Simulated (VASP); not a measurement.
CdS (Greenockite):

```xyz
4
Lattice="4.1500 0.0000 0.0000 -2.0750 3.5940 0.0000 0.0000 0.0000 6.7370" Properties=species:S:1:pos:R:3 pbc="T T T"
Cd    2.0750    1.1980    3.3685
Cd    0.0000    2.3960    0.0000
S     2.0750    1.1980    5.8949
S     0.0000    2.3960    2.5264
```

* Program: VASP 6.6.1
* Task: relaxation of cell and atoms
* Functional: RPBE
* Potentials or basis: VASP PAW PBE potentials, release 64 (Cd, S)
* Cutoff: 600 eV
* k mesh: 7 × 7 × 4
* Occupations: fermi-dirac, width 0.05 eV
* Spin: no spin polarisation

At the start: pressure 4.6 GPa; volume 25.12 Å³/atom.

Q: Where does the relaxation end?

A: Over 3 steps the energy falls by 28.2 meV/atom and the volume is 27.23 Å³/atom (+8.4 %); space group P6_3mc (No. 186, to 0.05 Å).

The path:
| step | energy change (eV) | largest force (eV/Å) | pressure (GPa) | volume (Å³) |
| --- | --- | --- | --- | --- |
| 1 | 0.0000 | 0.0715 | 4.56 | 100.48 |
| 2 | -0.1059 | 0.0050 | -0.94 | 111.25 |
| 3 | -0.1127 | 0.0135 | 0.04 | 108.92 |

Final structure:
```cif
data_structure
_symmetry_space_group_name_H-M 'P 1'
_symmetry_Int_Tables_number 1
_cell_length_a 4.2575
_cell_length_b 4.2575
_cell_length_c 6.9384
_cell_angle_alpha 90.000
_cell_angle_beta 90.000
_cell_angle_gamma 120.000
_cell_volume 108.92
loop_
_atom_site_label
_atom_site_type_symbol
_atom_site_fract_x
_atom_site_fract_y
_atom_site_fract_z
_atom_site_occupancy
Cd1 Cd 0.66667 0.33333 0.49959 1
Cd2 Cd 0.33333 0.66667 0.99959 1
S1 S 0.66667 0.33333 0.87541 1
S2 S 0.33333 0.66667 0.37541 1
```

Caveat: the PAW data sets were made with another functional, which shifts forces and pressure a little.
